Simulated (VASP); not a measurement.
# Hf (Pm-3m) in VASP: band structure with PW91

Aim: the band structure of Hf with PW91.

Program: VASP 6.6.1. These are calculated values, not measurements. Logs are shortened: lines on timing, memory, paths and dates and some standing lists are left out, and cuts for length are marked.

## (1) The undisturbed crystal

Symmetry: Pm-3m, No. 221, cubic system. Conventional cell: a = 2.914 Å, b = 2.914 Å, c = 2.914 Å, α = 90.00°, β = 90.00°, γ = 90.00°. Hf (site symmetry m-3m) has 6 Hf at 2.91 Å as nearest neighbours.

The cell was built by a generator and needn't be a form met in nature.

## (2) Band structure, PW91, collinear spin, random start (volume scaled by 0.96)

Hf.cif

```cif
data_Hf
_cell_length_a 2.87442936
_cell_length_b 2.87442936
_cell_length_c 2.87442936
_cell_angle_alpha 90.00000000
_cell_angle_beta 90.00000000
_cell_angle_gamma 90.00000000
_space_group_name_H-M_alt 'Pm-3m'
_space_group_name_Hall '-P 4 2 3'
_space_group_IT_number 221
loop_
_space_group_symop_operation_xyz
'x,y,z'
'-x,-y,-z'
'-y,x,z'
'y,-x,-z'
'-x,-y,z'
'x,y,-z'
'y,-x,z'
'-y,x,-z'
'x,-y,-z'
'-x,y,z'
'-y,-x,-z'
'y,x,z'
'-x,y,-z'
'x,-y,z'
'y,x,-z'
'-y,-x,z'
'z,x,y'
'-z,-x,-y'
'z,-y,x'
'-z,y,-x'
'z,-x,-y'
'-z,x,y'
'z,y,-x'
'-z,-y,x'
'-z,x,-y'
'z,-x,y'
'-z,-y,-x'
'z,y,x'
'-z,-x,y'
'z,x,-y'
'-z,y,x'
'z,-y,-x'
'y,z,x'
'-y,-z,-x'
'x,z,-y'
'-x,-z,y'
'-y,z,-x'
'y,-z,x'
'-x,z,y'
'x,-z,-y'
'-y,-z,x'
'y,z,-x'
'-x,-z,-y'
'x,z,y'
'y,-z,-x'
'-y,z,x'
'x,-z,y'
'-x,z,-y'
loop_
_atom_site_label
_atom_site_type_symbol
_atom_site_symmetry_multiplicity
_atom_site_Wyckoff_symbol
_atom_site_fract_x
_atom_site_fract_y
_atom_site_fract_z
_atom_site_occupancy
Hf1 Hf 1 b 0.5000000000 0.5000000000 0.5000000000 1
```

POSCAR

```
Hf
 1.0000000000000000
     2.8744293600000002    0.0000000000000000    0.0000000000000000
     0.0000000000000000    2.8744293600000002    0.0000000000000000
     0.0000000000000000    0.0000000000000000    2.8744293600000002
 Hf 
   1
Cartesian
  1.4372146800000001  1.4372146800000001  1.4372146800000001
```

INCAR.step1

```
ALGO = Fast ; EDIFF = 1E-6
ENCUT = 520 ; GGA = 91
ISIF = 2 ; ISMEAR = -1
ISPIN = 2 ; LASPH = True
LCHARG = True ; LMAXMIX = 4
LORBIT = 11 ; LREAL = False
LWAVE = False ; MAGMOM = -0.35
NELM = 60 ; PREC = Accurate
SIGMA = 0.1
```

KPOINTS.step1

```
k-points
0
Gamma
  9 9 9
```

INCAR.step2

```
ALGO = Fast ; EDIFF = 1E-6
ENCUT = 520 ; GGA = 91
ICHARG = 11 ; ISIF = 2
ISMEAR = 0 ; ISPIN = 2
LASPH = True ; LCHARG = False
LMAXMIX = 4 ; LORBIT = 11
LREAL = False ; LWAVE = False
MAGMOM = -0.35 ; NELM = 60
PREC = Accurate ; SIGMA = 0.05
```

KPOINTS.step2

```
path GXMGRX,MR
15
line-mode
reciprocal
 0.0000000000  0.0000000000  0.0000000000  G
 0.0000000000  0.5000000000  0.0000000000  X

 0.0000000000  0.5000000000  0.0000000000  X
 0.5000000000  0.5000000000  0.0000000000  M

 0.5000000000  0.5000000000  0.0000000000  M
 0.0000000000  0.0000000000  0.0000000000  G

 0.0000000000  0.0000000000  0.0000000000  G
 0.5000000000  0.5000000000  0.5000000000  R

 0.5000000000  0.5000000000  0.5000000000  R
 0.0000000000  0.5000000000  0.0000000000  X

 0.5000000000  0.5000000000  0.0000000000  M
 0.5000000000  0.5000000000  0.5000000000  R
```

Potentials or basis: VASP PAW PBE potentials, release 64 (Hf_pv).

The run is started by

```console
$ ase convert -i cif -o vasp Hf.cif POSCAR
$ cat potpaw_PBE.64/Hf_pv/POTCAR > POTCAR
$ cp INCAR.step1 INCAR
$ cp KPOINTS.step1 KPOINTS
$ mpirun -np 1 vasp_std > vasp.out
$ cp INCAR.step2 INCAR
$ cp KPOINTS.step2 KPOINTS
$ mpirun -np 1 vasp_std > vasp.out
```

OUTCAR:

```text
EDIFF = 1E-6
   ENCUT = 520
   GGA = 91
   ICHARG = 11
   ISIF = 2
   ISMEAR = 0
   ISPIN = 2
   LASPH = True
   LORBIT = 11
   LREAL = False
   NELM = 60
   PREC = Accurate

 ion  position               nearest neighbor table
   1  0.500  0.500  0.500-

  LATTYP: Found a simple cubic cell.
 ALAT       =     2.8744293600

  Lattice vectors:

 A1 = (   2.8744293600,   0.0000000000,   0.0000000000)
 A2 = (   0.0000000000,   2.8744293600,   0.0000000000)
 A3 = (   0.0000000000,   0.0000000000,   2.8744293600)

Analysis of symmetry for initial positions (statically):
=====================================================================
 Subroutine PRICEL returns:
 Original cell was already a primitive cell.

 Routine SETGRP: Setting up the symmetry group for a
 simple cubic supercell.

 Subroutine GETGRP returns: Found 48 space group operations
 (whereof 48 operations were pure point group operations)
 out of a pool of 48 trial point group operations.

The static configuration has the point symmetry O_h .

Analysis of symmetry for dynamics (positions and initial velocities):
=====================================================================
 Subroutine PRICEL returns:
 Original cell was already a primitive cell.

 Routine SETGRP: Setting up the symmetry group for a
 simple cubic supercell.

 Subroutine GETGRP returns: Found 48 space group operations
 (whereof 48 operations were pure point group operations)
 out of a pool of 48 trial point group operations.

The dynamic configuration has the point symmetry O_h .

Analysis of structural, dynamic, and magnetic symmetry:
=====================================================================
 Subroutine PRICEL returns:
 Original cell was already a primitive cell.

 Routine SETGRP: Setting up the symmetry group for a
 simple cubic supercell.

 Subroutine GETGRP returns: Found 48 space group operations
 (whereof 48 operations were pure point group operations)
 out of a pool of 48 trial point group operations.

The overall configuration has the point symmetry O_h .

 Subroutine INISYM returns: Found 48 space group operations
 (whereof 48 operations are pure point group operations),
 and found     1 'primitive' translations

----------------------------------------------------------------------------------------

                                     Primitive cell

  volume of cell :      23.7495

  direct lattice vectors                    reciprocal lattice vectors
     2.874429360  0.000000000  0.000000000     0.347895138  0.000000000  0.000000000
     0.000000000  2.874429360  0.000000000     0.000000000  0.347895138  0.000000000
     0.000000000  0.000000000  2.874429360     0.000000000  0.000000000  0.347895138

  length of vectors
     2.874429360  2.874429360  2.874429360     0.347895138  0.347895138  0.347895138

  position of ions in fractional coordinates (direct lattice)
     0.500000000  0.500000000  0.500000000

  ion indices of the primitive-cell ions
   primitive index   ion index
                 1           1

----------------------------------------------------------------------------------------

 KPOINTS: path GXMGRX,MR

Interpolating k-points between supplied coordinates.

 Line segments in fractional coordinates (reciprocal lattice):
    0.000000  0.000000  0.000000  ...  0.000000  0.500000  0.000000
    0.000000  0.500000  0.000000  ...  0.500000  0.500000  0.000000
    0.500000  0.500000  0.000000  ...  0.000000  0.000000  0.000000
    0.000000  0.000000  0.000000  ...  0.500000  0.500000  0.500000
    0.500000  0.500000  0.500000  ...  0.000000  0.500000  0.000000
    0.500000  0.500000  0.000000  ...  0.500000  0.500000  0.500000

 Generated    15 points on each line segment, for a total of     90 k-points:

 Following reciprocal coordinates:
            Coordinates               Weight
  0.000000  0.000000  0.000000      0.011111
  0.000000  0.035714  0.000000      0.011111
  0.000000  0.071429  0.000000      0.011111
  0.000000  0.107143  0.000000      0.011111
  0.000000  0.142857  0.000000      0.011111
  0.000000  0.178571  0.000000      0.011111
[... 16 lines left out ...]
  0.250000  0.500000  0.000000      0.011111
  0.285714  0.500000  0.000000      0.011111
 [... further k-points ...]
   k-points           NKPTS =     90   k-points in BZ     NKDIM =     90   number of bands    NBANDS=      9
   number of dos      NEDOS =    301   number of ions     NIONS =      1
   total plane-waves  NPLWV =  13824
   dimension x,y,z NGX =    24 NGY =   24 NGZ =   24
   dimension x,y,z NGXF=    48 NGYF=   48 NGZF=   48
   ions per type =               1
   NGX,Y,Z   is equivalent  to a cutoff of  13.88, 13.88, 13.88 a.u.
   NGXF,Y,Z  is equivalent  to a cutoff of  27.76, 27.76, 27.76 a.u.
 SYSTEM =  unknown system
   PREC   = accura    normal or accurate (medium, high low for compatibility)
   ISTART =      0    job   : 0-new  1-cont  2-samecut
   ICHARG =     11    charge: 1-file 2-atom 10-const
   ISPIN  =      2    spin polarized calculation?
   LNONCOLLINEAR =      F non collinear calculations
   LSORBIT =      F    spin-orbit coupling
   LASPH  =      T    aspherical Exc in radial PAW
   ENCUT  =  520.0 eV  38.22 Ry    6.18 a.u.   5.34  5.34  5.34*2*pi/ulx,y,z
   NELM   =     60;   NELMIN=  2; NELMDL=  0     # of ELM steps
   EDIFF  = 0.1E-05   stopping-criterion for ELM
   LREAL  =      F    real-space projection
   EDIFFG = 0.1E-04   stopping-criterion for IOM
   NSW    =      0    number of steps for IOM
   IBRION =     -1    ionic relax: 0-MD 1-quasi-New 2-CG
   NFREE  =      0    steps in history (QN), initial steepest desc. (CG)
   ISIF   =      2    stress and relaxation
   ISYM   =      2    0-nonsym 1-usesym 2-fastsym
   POTIM  = 0.5000    time-step for ionic-motion
   TEBEG  =    0.0;   TEEND  =   0.0 temperature during run
   PSTRESS=    0.0 pullay stress
   NELECT =      10.0000    total number of electrons
   NUPDOWN=      -1.0000    fix difference up-down
   EMIN   =  10.00;   EMAX   =-10.00  energy-range for DOS
   EFERMI =   0.00;   METHOD = LEGACY
   ISMEAR =     0;   SIGMA  =   0.05  broadening in eV -4-tet -1-fermi 0-gaus
   EFERMI_NEDOS =   21; number of points for ismear=-14 and -15
   IALGO  =     68    algorithm
   IMIX   =      4    mixing-type and parameters
     AMIX     =   0.40;   BMIX     =  1.00
     AMIX_MAG =   1.60;   BMIX_MAG =  1.00
  volume/ion in A,a.u.               =      23.75       160.27
  Fermi-wavevector in a.u.,A,eV,Ry     =   1.227034  2.318758 20.485094  1.505612
  Thomas-Fermi vector in A             =   2.362012
   LORBIT       =     11    0 simple, 1 ext, 2 COOP (PROOUT), +10 PAW based schemes
   GGA     = 91    functional components
   LHFCALC =     F    Hartree Fock is set to
   AEXX    =    0.0000 exact exchange contribution
   IVDW    =     0    specifies the selected vdW correction
   LEPSILON=     F    determine dielectric tensor
   LRPA    =     F    only Hartree local field effects (RPA)
 spin polarized calculation
 RMM-DIIS sequential band-by-band and
 Gauss-broadening in eV      SIGMA  =   0.05
  energy-cutoff  :      520.00
  volume of cell :       23.75
 maximum number of plane-waves:       657
 NGX is ok and might be reduce to    24

 number of electron       9.9999998 magnetization      -0.0000390

 Free energy of the ion-electron system (eV)
  ---------------------------------------------------
  ext. energy  EPLUGINS =         0.00000000
  ---------------------------------------------------
  free energy    TOTEN  =       -10.56179159 eV

  energy without entropy =      -10.55807363  energy(sigma->0) =      -10.55993261

 E-fermi :   3.4710     XC(G=0): -10.9280

 val. band max:        3.4605252616   @ k =   0.0000   0.4643   0.0000
 cond. band min:       3.4742742850   @ k =   0.0000   0.5000   0.0000
 fundamental gap:      0.0137490233
 Fermi energy:         3.4709538184

 spin component 1

 k-point     1 :       0.0000    0.0000    0.0000
  band No.  band energies     occupation
      1     -25.6232      1.00000
      2     -25.6232      1.00000
      3     -25.6231      1.00000
      4      -2.4945      1.00000
      5       2.5311      1.00000
      6       2.5311      1.00000
      7      10.8005      0.00000
      8      10.8005      0.00000
      9      10.8005      0.00000

 k-point     2 :       0.0000    0.0357    0.0000
  band No.  band energies     occupation
      1     -25.6376      1.00000
      2     -25.6220      1.00000
      3     -25.6220      1.00000
      4      -2.4590      1.00000
      5       2.5413      1.00000
      6       2.5651      1.00000
      7      10.7230      0.00000
      8      10.7230      0.00000
      9      10.8052      0.00000
[... 253 lines left out ...]
 k-point    24 :       0.2857    0.5000    0.0000
  band No.  band energies     occupation
      1     -26.5959      1.00000
      2     -26.1623      1.00000
      3     -25.4713      1.00000
      4       2.0027      1.00000
      5       2.6384      1.00000
      6       5.9232      0.00000
      7       7.6411      0.00000
      8       8.1802      0.00000
      9       8.9754      0.00000

 [... further k-points ...]

 spin component 2

 k-point     1 :       0.0000    0.0000    0.0000
  band No.  band energies     occupation
      1     -25.6232      1.00000
      2     -25.6232      1.00000
      3     -25.6232      1.00000
      4      -2.4945      1.00000
      5       2.5310      1.00000
      6       2.5310      1.00000
      7      10.8005      0.00000
      8      10.8005      0.00000
      9      10.8005      0.00000

 k-point     2 :       0.0000    0.0357    0.0000
  band No.  band energies     occupation
      1     -25.6376      1.00000
      2     -25.6220      1.00000
      3     -25.6220      1.00000
      4      -2.4590      1.00000
      5       2.5413      1.00000
      6       2.5651      1.00000
      7      10.7230      0.00000
      8      10.7230      0.00000
      9      10.8052      0.00000
[... 253 lines left out ...]
 k-point    24 :       0.2857    0.5000    0.0000
  band No.  band energies     occupation
      1     -26.5959      1.00000
      2     -26.1623      1.00000
      3     -25.4713      1.00000
      4       2.0027      1.00000
      5       2.6384      1.00000
      6       5.9232      0.00000
      7       7.6411      0.00000
      8       8.1801      0.00000
      9       8.9754      0.00000

 [... further k-points ...]

------------------------ aborting loop because EDIFF is reached ----------------------------------------

  FORCE on cell =-STRESS in cart. coord.  units (eV):
  Direction    XX          YY          ZZ          XY          YZ          ZX
  --------------------------------------------------------------------------------------
  -------------------------------------------------------------------------------------
  Total       -1.9687478     -1.9687478     -1.9687478     -0.0000000     -0.0000000     -0.0000000
  in kB     -132.8145806   -132.8145806   -132.8145806     -0.0000000     -0.0000000     -0.0000000
  external PRESSURE =    -132.8145806 kB  Pullay stress =       0.0000000 kB

 VOLUME and BASIS-vectors are now :
 -----------------------------------------------------------------------------
  energy-cutoff  :      520.00
  volume of cell :       23.75
      direct lattice vectors                 reciprocal lattice vectors
     2.874429360  0.000000000  0.000000000     0.347895138  0.000000000  0.000000000
     0.000000000  2.874429360  0.000000000     0.000000000  0.347895138  0.000000000
     0.000000000  0.000000000  2.874429360     0.000000000  0.000000000  0.347895138

 POSITION                                       TOTAL-FORCE (eV/Angst)
 -----------------------------------------------------------------------------------
      1.43721      1.43721      1.43721         0.000000      0.000000      0.000000
 -----------------------------------------------------------------------------------
    total drift:                                0.000000     -0.000000     -0.000000

  FREE ENERGIE OF THE ION-ELECTRON SYSTEM (eV)
  ---------------------------------------------------
  free  energy   TOTEN  =       -10.5617915918 eV

  energy  without entropy=      -10.5580736302  energy(sigma->0) =      -10.55993261

 total charge

# of ion       s       p       d       tot
------------------------------------------
    1        0.426   6.052   1.963   8.441

 magnetization (x)

# of ion       s       p       d       tot
------------------------------------------
    1       -0.000   0.000  -0.000  -0.000
```

Run time: 19 s. Hardware: 1 thread of Intel Xeon 6975P-C (Granite Rapids), shared host; peak memory 0.16 GiB.

Results:

| Property | Result |
| --- | --- |
| Band gap along the path | none (metal or under the smearing width) |
| Net moment | 0.00 μB per cell |

Levels at the corners of the path, in eV from the Fermi level:
Spin up:
```tsv
point	band 3	band 4	band 5	band 6	band 7	band 8
Γ	-29.64	-6.51	-1.48	-1.48	6.79	6.79
X	-29.54	-3.10	-0.54	0.09	3.18	3.18
X	-29.54	-3.10	-0.54	0.09	3.18	3.18
M	-29.45	-2.97	-0.57	3.95	3.95	4.76
M	-29.45	-2.97	-0.57	3.95	3.95	4.76
Γ	-29.64	-6.51	-1.48	-1.48	6.79	6.79
Γ	-29.64	-6.51	-1.48	-1.48	6.79	6.79
R	-30.42	-1.36	-1.36	-1.36	7.02	9.42
R	-30.42	-1.36	-1.36	-1.36	7.02	9.42
X	-29.54	-3.10	-0.54	0.09	3.18	3.18
M	-29.45	-2.97	-0.57	3.95	3.95	4.76
R	-30.42	-1.36	-1.36	-1.36	7.02	9.42
```
Spin down:
```
point  band 3  band 4  band 5  band 6  band 7  band 8
    Γ  -29.64   -6.51   -1.48   -1.48    6.79    6.79
    X  -29.54   -3.10   -0.54    0.09    3.18    3.18
    X  -29.54   -3.10   -0.54    0.09    3.18    3.18
    M  -29.45   -2.97   -0.57    3.95    3.95    4.76
    M  -29.45   -2.97   -0.57    3.95    3.95    4.76
    Γ  -29.64   -6.51   -1.48   -1.48    6.79    6.79
    Γ  -29.64   -6.51   -1.48   -1.48    6.79    6.79
    R  -30.42   -1.36   -1.36   -1.36    7.02    9.42
    R  -30.42   -1.36   -1.36   -1.36    7.02    9.42
    X  -29.54   -3.10   -0.54    0.09    3.18    3.18
    M  -29.45   -2.97   -0.57    3.95    3.95    4.76
    R  -30.42   -1.36   -1.36   -1.36    7.02    9.42
```

Caveat: the log is that of the step along the path at fixed density, whose energy, stress, charges and moments have no meaning; the PAW data sets were made with another functional, which shifts forces and pressure a little; spin-orbit coupling is left out, which moves the levels of the heavy elements.

## (3) For comparison

An earlier run on the cell as given: functional PBE; potentials or basis VASP PAW PBE potentials, release 64 (Hf_pv); cutoff 520 eV; k mesh 9 × 9 × 9; occupations fermi-dirac, width 0.05 eV; no spin polarisation.

* Pressure: -0.2 GPa
* Band gap on the k mesh: none (metal or under the smearing width)
